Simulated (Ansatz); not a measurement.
Clean, relaxed (001) surface of CuO, space group Cccm (No. 66) (top face towards +c; atoms held fixed, by place in the list: 1, 2, 3, 4):

```yaml
crystal:
  lattice:
    - [2.94870, 0.00000, 0.00000]
    - [-0.00819, 2.94869, 0.00000]
    - [0.00000, 0.00000, 27.30252]
  atoms:
    - { symbol: O, position: [0.50000, 0.50000, 0.31133] }
    - { symbol: Cu, position: [0.50000, 0.00000, 0.35849] }
    - { symbol: O, position: [0.50000, 0.50000, 0.40566] }
    - { symbol: Cu, position: [0.00000, 0.50000, 0.45283] }
    - { symbol: O, position: [0.50000, 0.50000, 0.49992] }
    - { symbol: Cu, position: [0.50000, 0.00000, 0.54688] }
    - { symbol: O, position: [0.50000, 0.50000, 0.59397] }
    - { symbol: Cu, position: [0.00000, 0.50000, 0.64114] }
    - { symbol: O, position: [0.50000, 0.50000, 0.68178] }
```

Level of theory: DFT PBE, scalar-relativistic, plane waves, PAW (Ansatz 0.2.0). Settings: cutoff 420 eV, Γ-centred mesh 10×10×1 on the computed 9-atom cell, Gaussian smearing of 0.10 eV; no spin polarisation. A dipole correction removes the field between periodic images along c.

H (atom) is put at the hollow (O-O) at (0.00, 0.00), 0.4 Å under the top layer site, one adsorbate per 8.7 Å², and relaxed. The adsorption energy is E(slab + adsorbate) − E(slab) − E(free adsorbate, spin-polarised where open-shell). Heights count from the highest slab atom after relaxation. Bonded neighbours lie within 1.25 times the sum of covalent radii (1.35 for H) and, on that scale, within 12 % of the closest. With the adsorbate the cell is lengthened along c to keep the vacuum.

Problem. How strongly does it bind, and where does its anchoring atom end?

Solution. -1.25 eV; at (0.00, 0.00), 2 bonded neighbours (Cu).

Problem. How high does its anchoring atom sit over the highest slab atom, and what is the shortest contact with the surface?

Solution. -0.30 Å; H–Cu 1.70 Å.

Problem. The clean face has a work function of 8.27 eV. How does the adsorbate change it?

Solution. By -0.81 eV.

Each end is the local minimum or symmetric point that its start leads to.

Spin polarisation was left out, and a magnetic state may lie lower.

The reference crystal is a form of CuO, which isn't its usual structure.